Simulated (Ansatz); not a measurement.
A run of Ansatz 0.2.0:

input.yaml

```yaml
crystal:
  lattice:
    - [2.9065, 0.0, 0.0]
    - [-1.45325, 2.5171028361, 0.0]
    - [0.0, 0.0, 2.8366]
  atoms:
    - { symbol: W, position: [0.0, 0.0, 0.0] }
    - { symbol: C, position: [0.6666666667, 0.3333333333, 0.5] }
kpoints:
  mp_grid: { grid: [10, 10, 9] }
scf:
  occupations: { method: fermi_dirac, width: 0.05 }
hamiltonian:
  xc: pbesol
  pseudopotentials: { kind: all_electron, lapw: { basis_error: 0.001 } }
output:
  forces: true
  stress: true
  eigenvalues: true
  populations: true
```

Potentials or basis: all-electron LAPW, scalar-relativistic.

The run is started by

```console
$ ansatz run input.yaml --threads 1 --pin off --max-ram 3072MiB --backend cpu --events-out ev --progress --plain --runs-dir out
```

Hardware: 1 thread of Arm Neoverse V2, with other jobs on the host.

Estimate the wall time of this run.

Run time: 26 s on 1 thread of Arm Neoverse V2, on a shared host, peak memory 0.34 GiB. Counts: scf iterations 8, plane waves 315, k points 70, bands 30.
